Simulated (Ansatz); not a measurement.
Below is a relaxed structure of Sn₅Ge. The cell was found from a structure generator's guess, not taken from experiment.

Theory: DFT PBE, scalar-relativistic, plane waves, PAW in Ansatz 0.2.0. Cutoff 420 eV, Γ-centred mesh, Gaussian smearing, no spin polarisation.

```xyz
6
Lattice="3.4676 0.0000 0.0000 0.0000 3.4676 0.0000 0.0000 0.0000 13.1886" Properties=species:S:1:pos:R:3 pbc="T T T"
Sn    0.0000    0.0000    0.0000
Sn    1.7338    1.7338    2.3212
Sn    0.0000    0.0000    4.6918
Sn    0.0000    0.0000    8.4967
Sn    1.7338    1.7338   10.8673
Ge    1.7338    1.7338    6.5943
```

Formation energies are uncorrected and refer to the elements' standard structures at the same level. The references include grey tin.

**Question.** Find its symmetry and describe it.

**Answer.** P4/mmm (No. 123), with Sn and Ge ordered on fcc sites. Conventional cell: a = 3.468 Å, c = 13.189 Å. Sn on a site of symmetry 4/mmm is surrounded by 12 Sn at 3.38–3.47 Å; Sn on a site of symmetry 4mm is surrounded by 12 Sn at 3.38–3.47 Å; Sn on a second site of symmetry 4mm is surrounded by 4 Ge at 3.10 Å, 8 Sn at 3.41–3.47 Å and 1 Sn at 3.80 Å; around Ge lie 8 Sn at 3.10 Å and 4 Ge at 3.47 Å.

**Question.** How far does it lie from the elements in energy?

**Answer.** +0.10 eV/atom. A positive value: parting into the elements would lower its energy.

**Question.** Is it a metal?

**Answer.** Yes, bands cross the Fermi level on the 10×10×4 mesh.

The last run used a 10×10×4 mesh (in the run's order of axes) for its 6-atom cell and Gaussian smearing of 0.10 eV. Symmetry constrained the relaxation, so the result can be a saddle point.
